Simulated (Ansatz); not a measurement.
# LiF: stress in a strained cell

LiF is deformed so: equal xx and yy strain of -2 %. What stress and forces result, by LAPW, PAW and all-electron datasets made for the crystal?

Program: Ansatz 0.2.0. Level of theory: DFT PBE, scalar-relativistic. These are calculated values, not measurements.

## Step 1: The starting structure

It takes space group Fm-3m (No. 225, cubic). Conventional cell: a = 4.028 Å, b = 4.028 Å, c = 4.028 Å, α = 90.00°, β = 90.00°, γ = 90.00°. Li (site symmetry m-3m) is surrounded by 6 F at 2.01 Å. F (site symmetry m-3m) is surrounded by 6 Li at 2.01 Å.

Structure file:

```
Li F
1.0
     0.00000    2.01400    2.01400
     2.01400    0.00000    2.01400
     2.01400    2.01400    0.00000
Li F
1 1
Cartesian
  0.0000 0.0000 0.0000
  2.0140 2.0140 2.0140
```

Atoms are numbered in the order of the input: Li1, F2.

## Step 2: The deformed structure

Space group Fm-3m before, I4/mmm after.

## Step 3: All-electron LAPW

Input file input.yaml:

```yaml
crystal:
  lattice:
    - [0.0, 1.97372, 2.014]
    - [1.97372, 0.0, 2.014]
    - [1.97372, 1.97372, 0.0]
  atoms:
    - { symbol: Li, position: [0.0, 0.0, 0.0] }
    - { symbol: F, position: [0.5, 0.5, 0.5] }
kpoints:
  mp_grid: { grid: [10, 10, 10] }
  band_path:
    path:
      - [0.0, 0.0, 0.0]
      - [0.0, 0.5, 0.5]
      - [0.25, 0.75, 0.5]
      - [0.0, 0.5, 0.0]
      - [0.0, 0.0, 0.0]
      - [0.5, 0.5, 0.0]
      - [0.37005, 0.62995, 0.0]
      - [-0.37005, 0.37005, 0.0]
      - [0.0, 0.0, 0.0]
    npoints: 5
scf:
  occupations: { method: fermi_dirac, width: 0.03 }
hamiltonian:
  xc: pbe
  pseudopotentials: { kind: all_electron, lapw: { basis_error: 0.001 } }
output:
  forces: true
  stress: true
  eigenvalues: true
```

On the command line:

```bash
$ ansatz run input.yaml --threads 1 --pin off --max-ram 3072MiB --backend cpu --events-out ev --progress --plain --runs-dir out
```

## Step 4: PAW with frozen cores

Input file input.yaml:

```yaml
crystal:
  lattice:
    - [0.0, 1.97372, 2.014]
    - [1.97372, 0.0, 2.014]
    - [1.97372, 1.97372, 0.0]
  atoms:
    - { symbol: Li, position: [0.0, 0.0, 0.0] }
    - { symbol: F, position: [0.5, 0.5, 0.5] }
kpoints:
  mp_grid: { grid: [10, 10, 10] }
scf:
  occupations: { method: fermi_dirac, width: 0.03 }
hamiltonian:
  xc: pbe
  pseudopotentials: { kind: paw }
output:
  forces: true
  stress: true
  eigenvalues: true
  efg: { contact_densities: true }
```

## Step 5: All-electron PAW on datasets made for the crystal

input.yaml: that of step 4 with these lines changed.

```diff
@@ -14,3 +14,3 @@
   xc: pbe
-  pseudopotentials: { kind: paw }
+  pseudopotentials: { kind: all_electron, datasets: crystal }
 output:
```

(Steps that only read results are left out.)

Q: Predict the outcome of this session. Wanted: pressure; largest shear or deviatoric stress.

**Answer**, as computed:

```
                                 quantity                                           value
                                 pressure  LAPW 5.38, PAW 5.51, crystal datasets 5.38 GPa
largest shear or deviatoric stress (LAPW)                                        1.27 GPa
```

**Reading.** The largest part of the stress beyond the pressure is 1.27 GPa in size, in the zz component; the atoms are carried along and not relaxed. No run of the undeformed cell stands beside it, so the pressure holds what the given cell had before the change. PAW: stress within 0.14 GPa of LAPW. Crystal datasets: stress within 0.01 GPa of LAPW.
